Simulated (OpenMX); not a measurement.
Something may be wrong with this OpenMX 3.8.5 calculation of SnTe.

File SnTe.dat:

```
System.CurrrentDirectory             ./
System.Name                          SnTe
DATA.PATH                            ./DFT_DATA13
level.of.stdout                      1
level.of.fileout                     0
Species.Number                       2
<Definition.of.Atomic.Species
  Te  Te7.0-s3p2d2           Te_CA13
  Sn  Sn7.0-s3p2d1           Sn_CA13
Definition.of.Atomic.Species>

Atoms.Number                         2
Atoms.SpeciesAndCoordinates.Unit     FRAC
<Atoms.SpeciesAndCoordinates
    1  Te    0.4985550000    0.4994160000    0.5018410000   8.250  7.750    90.00   45.00   90.00   45.00  0  off
    2  Sn    0.0066650000    0.0002120000   -0.0035090000   7.000  7.000     0.00    0.00    0.00    0.00  0  off
Atoms.SpeciesAndCoordinates>

Atoms.UnitVectors.Unit               Ang
<Atoms.UnitVectors
     0.0000000000    5.9542435598    5.9542435598
     5.9542435598    0.0000000000    5.9542435598
     5.9542435598    5.9542435598    0.0000000000
Atoms.UnitVectors>

scf.XcType                           LSDA-PW
scf.SpinPolarization                 nc
scf.SpinOrbit.Coupling               on
scf.ElectronicTemperature            580.226
scf.energycutoff                     500.0
scf.maxIter                          100
scf.EigenvalueSolver                 band
scf.Kgrid                            5 5 5
scf.Mixing.Type                      rmm-diisk
scf.Init.Mixing.Weight               0.05
scf.Min.Mixing.Weight                0.001
scf.Max.Mixing.Weight                0.3
scf.Mixing.History                   25
scf.Mixing.StartPulay                8
scf.criterion                        1.0e-7
MD.Type                              nomd
Dos.fileout                          on
Dos.Erange                           -25.0 15.0
Dos.Kgrid                            6 6 6
```

dos.in

```
1
1
```

File pdos.in:

```
1
2
1 2
```

Potentials or basis: OpenMX 2013 LDA set, Te7.0-s3p2d2, Sn7.0-s3p2d1, grid cutoff 500 Ry.

Run with:

```bash
$ openmx SnTe.dat -nt 1 > SnTe.std
$ DosMain SnTe.Dos.val SnTe.Dos.vec < dos.in
$ DosMain SnTe.Dos.val SnTe.Dos.vec < pdos.in
```

SnTe.out:

```text
Required cutoff energy (Ryd) for 3D-grids = 500.0000
      Used cutoff energy (Ryd) for 3D-grids = 473.5820, 473.5820, 473.5820
  Num. of grids of a-, b-, and c-axes = 90, 90, 90

  Num.Grid1.    90
  Num.Grid2.    90
  Num.Grid3.    90

  Cell_Volume =   2849.090796260033 (Bohr^3)
  GridVol     =      0.003908217828 (Bohr^3)
  Cell vectors (bohr) of the grid cell (gtv)
    gtv_a =  0.000000000000,  0.125020986636,  0.125020986636
    gtv_b =  0.125020986636,  0.000000000000,  0.125020986636
    gtv_c =  0.125020986636,  0.125020986636,  0.000000000000
    |gtv_a| =  0.176806374883
    |gtv_b| =  0.176806374883
    |gtv_c| =  0.176806374883

***********************************************************

[... 435 lines left out ...]
  s           2    0.000000000           90.0000    0.0000
   sum over m      0.000000000           90.0000    0.0000
  px          0    0.011233378           90.0389  270.0000
  py          0    0.011298305           90.0387  180.0000
  pz          0    0.015932371           90.0000  224.8349
   sum over m      0.031864743           90.0274  224.8349
  px          1    0.000090436           89.9827  270.0000
  py          1    0.000090506           89.9827  180.0000
  pz          1    0.000127943           90.0000  224.9779
   sum over m      0.000255888           89.9878  224.9779
  d3z^2-r^2   0    0.000000000           90.0000   44.7307
  dx^2-y^2    0    0.000000000           89.3867  225.9303
  dxy         0    0.000000000           89.8134   44.9731
  dxz         0    0.000000000           89.9821   18.9770
  dyz         0    0.000000000           89.9822   70.1880
   sum over m      0.000000001           89.8521   44.6400

***********************************************************
       xyz-coordinates (Ang) and forces (Hartree/Bohr)
***********************************************************

<coordinates.forces
  2
    1    Te     5.96173   5.95660   5.94216  -0.000056576258 -0.000040778535 -0.000075091188
    2    Sn     5.93461   5.97304   0.04095  -0.000282600070  0.000152371242  0.000001970454
coordinates.forces>

***********************************************************
       Fractional coordinates of the final structure
***********************************************************

     1     Te     0.49855500000000   0.49941600000000   0.50184100000000
     2     Sn     0.00666500000000   0.00021200000000   0.99649100000000
```

Question: What happened, and what is wrong with the input?

Answer: The calculation finished and met its thresholds. The input holds a flaw that was put in on purpose: lattice in bohr typed as angstrom. The program doesn't stop on it, so the numbers can't be trusted though the run ends normally.
